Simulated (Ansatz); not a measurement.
# C (Fd-3m) in Ansatz: a series of runs

One crystal, C, is run at these levels: BPBE; tasks: single point, equation of state.

Everything below comes from runs of Ansatz 0.2.0. Logs are shortened: lines on timing, memory, paths and dates and some standing lists are left out, and cuts for length are marked.

**The experiment to reproduce.**

From “Equation of state of cubic boron nitride at high pressures and temperatures”, 2007, arxiv:cond-mat/0702656, for a bulk crystal of C: bulk modulus 442 ± 5 GPa.

The runs below are set against these values where they give the same quantity.

## Step 1: The crystal as given

The structure is cubic, space group Fd-3m (No. 227). The conventional cell has a = 3.567 Å, b = 3.567 Å, c = 3.567 Å, α = 90.00°, β = 90.00°, γ = 90.00°. C (site symmetry -43m) has 4 C at 1.54 Å as nearest neighbours.

This isn't the form of C at room conditions, which is graphite.

## Step 2: Single point, BPBE, 5.33 Å³/atom (volume scaled by 0.94)

File input.yaml:

```yaml
crystal:
  lattice:
    - [0.0, 1.7469644787, 1.7469644787]
    - [1.7469644787, 0.0, 1.7469644787]
    - [1.7469644787, 1.7469644787, 0.0]
  atoms:
    - { symbol: C, position: [0.75, 0.75, 0.75] }
    - { symbol: C, position: [0.5, 0.5, 0.5] }
hamiltonian:
  xc: { exchange: b88, correlation: pbe }
  pseudopotentials: { kind: paw }
kpoints:
  mp_grid: { grid: [13, 13, 13] }
scf:
  occupations: { method: fermi_dirac, width: 0.05 }
output:
  forces: true
  stress: true
  eigenvalues: true
```

Potentials or basis: Ansatz PAW.

Command:

```bash
ansatz run input.yaml --threads 2 --pin off --max-ram 5120MiB --backend cpu --events-out ev --progress --plain --runs-dir out
```

The program printed:

```text
Warning: RAYON_NUM_THREADS=2 ignored (pool sized by the plan → 2); use --threads N
Engine: ansatz 0.2.0, aarch64-unknown-linux-gnu
Pseudopotentials: kind: paw
Pseudopotential: C, paw, valence charge 4, recommended cutoff 420 eV (normal), C.paw.azcp
Functional definition: unnamed
  exchange = b88_x
  correlation = pbe_c
Crystal: 2 atoms, lattice volume = 10.663 Å³
Basis set: ecut = 420 eV, 181 PW (Γ), exchange–correlation on 36×36×36 points (8 copies of the dense FFT grid, shifted against one another)
Bands: 8, of which v1, the nominal top of the filled ones, is band 4 counted from 1 (3 counted from 0)
Symmetry: 48 space group operations
Space group: Fd-3m (ITA 227), of the structure as read, at distance tolerance 2.2e-5 Å
k-points: 84 of 2197
Non-local potential: C, projectors of the file, l = 0: 2, l = 1: 2, l = 2: 1
PAW form: soft (Blöchl's): semilocal exchange-correlation on the pseudo side does not see the compensation charge
PAW frozen core: C, regenerated for the run's functional, and the local potential with it (the file was generated under x = pbe(κ = 0.804, μ = 0.2195149727645171), c = pbe(β = 0.06672455060314922))
PAW one-centre angular grid: C, 110 points (default); XC on 64 Gauss nodes
Initial density: superposition of atomic densities (neutral atoms: chi_scale 0, normalization atom), corrected by the library's trained network
Initial wavefunctions: pseudopotential atomic-orbital guess
Functional: x = b88, c = pbe(β = 0.06672455060314922)
SCF iter   1: F=—  HF=-502.987177 eV  |F-HF|=—  |Δ(HF+E_count)|=         —  Δρ=2.22e-3  dr2=1.20e-4  ethr=1.77e-3  ⟨swp⟩=4.7  Hψ=4344  notcnv=0
preconditioner: auto → none  [insulator: Δε(μ)=4.292 eV  Ē_g=20.557 eV  σ=0.050 eV  W_gap=1.00  n_scr=0 (ndim 8)  ℏωp=32.2 eV  f_vac=0.000  D(μ)=0.00/eV (n_scr^D=0)  ε∞_Penn≈3.4]
SCF iter   2: F=—  HF=-502.987342 eV  |F-HF|=—  |Δ(HF+E_count)|=   1.65e-4  Δρ=1.06e-3  dr2=2.02e-5  ethr=1.51e-6  ⟨swp⟩=2.1  Hψ=1643  notcnv=0
SCF iter   3: F=—  HF=-502.987416 eV  |F-HF|=—  |Δ(HF+E_count)|=   7.35e-5  Δρ=1.58e-4  dr2=7.22e-7  ethr=2.52e-7  ⟨swp⟩=2.7  Hψ=995  notcnv=0
iter 4 did not close the SCF: its close was put off for the readings that it lacked (scf_convergence_deferred on its scf_iter line)
SCF iter   4: F=-502.987417 eV  HF=-502.987417 eV  |F-HF|=8.49e-10  |Δ(HF+E_count)|=   1.23e-6  Δρ=1.83e-5  dr2=1.99e-8  ethr=9.02e-9  ⟨swp⟩=2.8  Hψ=1024  notcnv=0
iter 5 did not close the SCF: its close was put off for the readings that it lacked (scf_convergence_deferred on its scf_iter line)
SCF iter   5: F=-502.987417 eV  HF=-502.987417 eV  |F-HF|=1.82e-11  |Δ(HF+E_count)|=   3.58e-9  Δρ=1.07e-6  dr2=5.47e-11  ethr=2.48e-10  ⟨swp⟩=2.2  Hψ=986  notcnv=0
SCF iter   6: F=-502.987417 eV  HF=-502.987417 eV  |F-HF|=3.24e-12  |Δ(HF+E_count)|=  3.14e-11  Δρ=3.72e-7  dr2=7.68e-12  ethr=1.00e-12  ⟨swp⟩=1.0  Hψ=1934  notcnv=0
SCF 1 converged in 6 iterations: F = -502.987417 eV  dr2 = 7.68e-12
SCF converged after 6 iterations
Free energy (F): -502.987417 eV
Harris-Foulkes:  -502.987417 eV  (|F-HF|=3.24e-12)
Internal energy: -502.987417 eV  (E = F + TS)
E sigma→0 (E₀):  -502.987417 eV
Fermi energy:    16.551577 eV
--- Per-component energies (eV) ---
  E_band       = 40.508509
  E_kinetic    = 188.985078
  E_local      = -118.030045  (includes V_loc(G=0)·N_el)
  E_nonlocal   = 54.168851
  E_hartree    = 25.974382
  E_xc         = -98.867849
  E_vxc        = -122.707846  (∫ρ·V_xc dr)
  E_paw        = -199.995236  (= ΣΔE_a)
  E_vpaw       = -13.856283  (= ΣTr[D̂ρ^β])
  E_aug_tail   = 0.000013  (compensation charges beyond the density's cutoff)
  E_ewald      = -355.212636
  E_core_change = -0.009976  (= ΣΔE_core)
  E_smearing   = -0.000000  (= −TS)
  E_closure    = -0.000000  (closes the sum)
  Σ components = -502.987417   (vs F -502.987417, Δ=0.00e0)
--- Forces (eV/Å), atoms counted from 1 ---
  atom   1  C     -0.00000000    -0.00000000     0.00000000
  atom   2  C      0.00000000     0.00000000     0.00000000
  max |Σ_I F_I| component: 3.70e-17 eV/Å
--- Stress (GPa, compression-positive) ---
       32.638186       0.000000      -0.000000
       -0.000000      32.638186       0.000000
       -0.000000       0.000000      32.638186
  P = ⅓ Tr σ = 32.6382 GPa (326.382 kbar)
--- Band table (eV; the first three rows and the last of 84) ---
  k-point 0: bands = ["-7.8981", "14.4272", "14.4272", "14.4272", "20.2123", "20.2123", "20.2123", "29.1257"]
  k-point 1: bands = ["-7.7273", "13.3078", "14.1288", "14.1288", "20.6015", "20.6015", "20.8997", "29.2277"]
  k-point 2: bands = ["-7.2164", "10.9362", "13.4606", "13.4606", "21.4795", "21.4795", "22.0551", "29.5181"]
  k-point 83: bands = ["1.2559", "2.7658", "5.2314", "6.2590", "24.8698", "25.0830", "27.3223", "28.5832"]
```

Run time: 0.36 s. Hardware: 2 threads of Arm Neoverse V2, shared host; peak memory 0.24 GiB.

What came out:

* Free energy: -502.9874 eV
* Pressure: 32.6 GPa
* Band gap on the k mesh: 4.29 eV, indirect (least direct gap 5.79 eV)

Caveat: odd divisions of the mesh miss points on the zone boundary, where band edges often lie, so the gap on the mesh can be too wide; the pressure holds a Pulay correction of +1.0 GPa for the finite cutoff; the PAW data sets come from PBE, with cores solved anew for the run's functional, which leaves a small shift of forces and pressure.

## Step 3: Single point, BPBE, 5.44 Å³/atom (volume scaled by 0.96)

input.yaml: that of step 2 with these lines changed.

```diff
@@ -2,5 +2,5 @@
   lattice:
-    - [0.0, 1.7469644787, 1.7469644787]
-    - [1.7469644787, 0.0, 1.7469644787]
-    - [1.7469644787, 1.7469644787, 0.0]
+    - [0.0, 1.7592674508, 1.7592674508]
+    - [1.7592674508, 0.0, 1.7592674508]
+    - [1.7592674508, 1.7592674508, 0.0]
   atoms:
```

Potentials or basis: Ansatz PAW.

Command:

```bash
ansatz run input.yaml --threads 2 --pin off --max-ram 5120MiB --backend cpu --events-out ev --progress --plain --runs-dir out
```

It took 0.36 s on 2 threads of Arm Neoverse V2, shared host; peak memory 0.24 GiB.

Results (log left out):

```yaml
Free_energy: -503.0257 eV
Pressure: 21.5 GPa
Band_gap_on_the_k_mesh: 4.24 eV, indirect (least direct gap 5.73 eV)
```

Caveat: odd divisions of the mesh miss points on the zone boundary, where band edges often lie, so the gap on the mesh can be too wide; the pressure holds a Pulay correction of +1.0 GPa for the finite cutoff; the PAW data sets come from PBE, with cores solved anew for the run's functional, which leaves a small shift of forces and pressure.

## Step 4: Single point, BPBE, 5.56 Å³/atom (volume scaled by 0.98)

input.yaml: that of step 3 with these lines changed.

```diff
@@ -2,5 +2,5 @@
   lattice:
-    - [0.0, 1.7592674508, 1.7592674508]
-    - [1.7592674508, 0.0, 1.7592674508]
-    - [1.7592674508, 1.7592674508, 0.0]
+    - [0.0, 1.7714007132, 1.7714007132]
+    - [1.7714007132, 0.0, 1.7714007132]
+    - [1.7714007132, 1.7714007132, 0.0]
   atoms:
```

Command:

```bash
ansatz run input.yaml --threads 2 --pin off --max-ram 5120MiB --backend cpu --events-out ev --progress --plain --runs-dir out
```

Run time: 0.36 s. Hardware: 2 threads of Arm Neoverse V2, shared host; peak memory 0.24 GiB.

It converged, with:

- Free energy: -503.0488 eV
- Pressure: 11.4 GPa
- Band gap on the k mesh: 4.20 eV, indirect (least direct gap 5.67 eV)

Caveat: odd divisions of the mesh miss points on the zone boundary, where band edges often lie, so the gap on the mesh can be too wide; the pressure holds a Pulay correction of +1.0 GPa for the finite cutoff; the PAW data sets come from PBE, with cores solved anew for the run's functional, which leaves a small shift of forces and pressure.

## Step 5: Single point, BPBE, 5.67 Å³/atom

input.yaml: that of step 4 with these lines changed.

```diff
@@ -2,5 +2,5 @@
   lattice:
-    - [0.0, 1.7714007132, 1.7714007132]
-    - [1.7714007132, 0.0, 1.7714007132]
-    - [1.7714007132, 1.7714007132, 0.0]
+    - [0.0, 1.78337, 1.78337]
+    - [1.78337, 0.0, 1.78337]
+    - [1.78337, 1.78337, 0.0]
   atoms:
```

Command:

```bash
ansatz run input.yaml --threads 2 --pin off --max-ram 5120MiB --backend cpu --events-out ev --progress --plain --runs-dir out
```

Run time: 0.36 s. Hardware: 2 threads of Arm Neoverse V2, shared host; peak memory 0.24 GiB.

It converged, with:

* Free energy: -503.0584 eV
* Pressure: 2.2 GPa
* Band gap on the k mesh: 4.15 eV, indirect (least direct gap 5.61 eV)

Caveat: odd divisions of the mesh miss points on the zone boundary, where band edges often lie, so the gap on the mesh can be too wide; the pressure holds a Pulay correction of +1.0 GPa for the finite cutoff; the PAW data sets come from PBE, with cores solved anew for the run's functional, which leaves a small shift of forces and pressure.

## Step 6: Single point, BPBE, 5.79 Å³/atom (volume scaled by 1.02)

input.yaml: that of step 5 with these lines changed.

```diff
@@ -2,5 +2,5 @@
   lattice:
-    - [0.0, 1.78337, 1.78337]
-    - [1.78337, 0.0, 1.78337]
-    - [1.78337, 1.78337, 0.0]
+    - [0.0, 1.7951807415, 1.7951807415]
+    - [1.7951807415, 0.0, 1.7951807415]
+    - [1.7951807415, 1.7951807415, 0.0]
   atoms:
```

Potentials or basis: Ansatz PAW.

Command:

```bash
ansatz run input.yaml --threads 2 --pin off --max-ram 5120MiB --backend cpu --events-out ev --progress --plain --runs-dir out
```

It took 0.36 s on 2 threads of Arm Neoverse V2, shared host; peak memory 0.24 GiB.

Results (log left out):

| Item | Value |
| --- | --- |
| Free energy | -503.0555 eV |
| Pressure | -6.2 GPa |
| Band gap on the k mesh | 4.11 eV, indirect (least direct gap 5.55 eV) |

Caveat: odd divisions of the mesh miss points on the zone boundary, where band edges often lie, so the gap on the mesh can be too wide; the pressure holds a Pulay correction of +1.0 GPa for the finite cutoff; the PAW data sets come from PBE, with cores solved anew for the run's functional, which leaves a small shift of forces and pressure.

## Step 7: Single point, BPBE, 5.90 Å³/atom (volume scaled by 1.04)

input.yaml: that of step 6 with these lines changed.

```diff
@@ -2,5 +2,5 @@
   lattice:
-    - [0.0, 1.7951807415, 1.7951807415]
-    - [1.7951807415, 0.0, 1.7951807415]
-    - [1.7951807415, 1.7951807415, 0.0]
+    - [0.0, 1.806838086, 1.806838086]
+    - [1.806838086, 0.0, 1.806838086]
+    - [1.806838086, 1.806838086, 0.0]
   atoms:
```

Command:

```bash
ansatz run input.yaml --threads 2 --pin off --max-ram 5120MiB --backend cpu --events-out ev --progress --plain --runs-dir out
```

Run time: 0.36 s. Hardware: 2 threads of Arm Neoverse V2, shared host; peak memory 0.24 GiB.

The run converged. Its results:

```
Free energy            : -503.0412 eV
Pressure               : -13.9 GPa
Band gap on the k mesh : 4.07 eV, indirect (least direct gap 5.50 eV)
```

Caveat: odd divisions of the mesh miss points on the zone boundary, where band edges often lie, so the gap on the mesh can be too wide; the pressure holds a Pulay correction of +1.0 GPa for the finite cutoff; the PAW data sets come from PBE, with cores solved anew for the run's functional, which leaves a small shift of forces and pressure.

## Step 8: Single point, BPBE, 6.01 Å³/atom (volume scaled by 1.06)

input.yaml: that of step 7 with these lines changed.

```diff
@@ -2,5 +2,5 @@
   lattice:
-    - [0.0, 1.806838086, 1.806838086]
-    - [1.806838086, 0.0, 1.806838086]
-    - [1.806838086, 1.806838086, 0.0]
+    - [0.0, 1.8183469191, 1.8183469191]
+    - [1.8183469191, 0.0, 1.8183469191]
+    - [1.8183469191, 1.8183469191, 0.0]
   atoms:
```

Command:

```bash
ansatz run input.yaml --threads 2 --pin off --max-ram 5120MiB --backend cpu --events-out ev --progress --plain --runs-dir out
```

It took 0.36 s on 2 threads of Arm Neoverse V2, shared host; peak memory 0.24 GiB.

The run converged. Its results:

```
Free energy            : -503.0165 eV
Pressure               : -20.8 GPa
Band gap on the k mesh : 4.03 eV, indirect (least direct gap 5.45 eV)
```

Caveat: odd divisions of the mesh miss points on the zone boundary, where band edges often lie, so the gap on the mesh can be too wide; the pressure holds a Pulay correction of +1.0 GPa for the finite cutoff; the PAW data sets come from PBE, with cores solved anew for the run's functional, which leaves a small shift of forces and pressure.

## Step 9: Equation of state, BPBE

Potentials or basis: Ansatz PAW.

This step only gathers the single runs of the series.

Results:

| Property | Result |
| --- | --- |
| Equilibrium volume | 5.70 Å³/atom |
| Bulk modulus | 432 GPa |
| Pressure derivative of the bulk modulus | 3.7 |

Energy against volume, from the lowest point:
| volume (Å³/atom) | energy (meV/atom) |
| --- | --- |
| 5.332 | 35.51 |
| 5.445 | 16.38 |
| 5.558 | 4.80 |
| 5.672 | 0.00 |
| 5.785 | 1.48 |
| 5.899 | 8.62 |
| 6.012 | 20.95 |

Caveat: the potentials were made for another functional, which shifts forces and pressure.

## Step 10: Comparison with measurements

Step 9. Measured bulk modulus of C: 442 GPa (quoted in “Equation of state of cubic boron nitride at high pressures and temperatures”, 2007, arxiv:cond-mat/0702656). This calculation gives 432 GPa (-2.3 %). 3 values of this kind are on record (442 to 444.8 GPa); this one was drawn at random among those near their median, those with a stated uncertainty first. The fit is for a static lattice scaled at fixed shape and fixed fractional positions. The cell as given is a measured one (5.67 Å³/atom); BPBE puts the equilibrium volume +0.5 % from it, thermal expansion not counted.
